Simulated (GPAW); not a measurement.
Fe:

```
CELL_PARAMETERS angstrom
0.00000 1.94174 1.96511
1.49844 0.00000 1.96511
1.49844 1.94174 0.00000
ATOMIC_POSITIONS crystal
Fe 0.00000 0.00000 0.00000
```

```yaml
Program: GPAW 26.7.0
Task: relaxation of cell and atoms
Functional: PBEsol
Dispersion: D3(BJ)+ATM
Potentials_or_basis: PAW data sets generated in the run's folder for this functional
Cutoff: 600 eV
Basis: pw
k_mesh: 9 × 9 × 9
Occupations: fermi-dirac, width 0.05 eV
Spin: collinear spin, ferromagnetic start
Starting_moments: "[3.0] μB"
```

At the start: pressure -12.2 GPa; volume 11.44 Å³/atom.

Task: Where does the relaxation end?

Result: Over 8 steps the energy falls by 50.5 meV/atom and the volume is 10.76 Å³/atom (-5.9 %); space group Im-3m (No. 229, to 0.05 Å); moment 2.08 μB per cell.

Step by step:
| step | energy change (eV) | largest force (eV/Å) | pressure (GPa) | volume (Å³) |
| --- | --- | --- | --- | --- |
| 1 | 0.0000 | 0.0000 | -12.16 | 11.44 |
| 2 | -0.0274 | 0.0000 | -5.38 | 11.02 |
| 3 | -0.0382 | 0.0000 | 3.42 | 10.63 |
| 4 | -0.0420 | 0.0000 | 2.58 | 10.66 |
| 5 | -0.0499 | 0.0000 | -0.12 | 10.76 |
| 6 | -0.0505 | 0.0000 | -0.09 | 10.76 |
| 7 | -0.0505 | 0.0000 | -0.01 | 10.76 |
| 8 | -0.0505 | 0.0000 | 0.02 | 10.76 |

Final structure:
```xyz
1
Lattice="0.0000 1.9672 1.9666 1.3905 0.0000 1.9666 1.3905 1.9672 0.0000" Properties=species:S:1:pos:R:3 pbc="T T T"
Fe    0.0000    0.0000    0.0000
```

Caveat: each step starts from the last one's moments, so a moment once lost doesn't come back; later steps reuse the first step's grids; pairwise dispersion overbinds metals, which lowers pressure and volume.
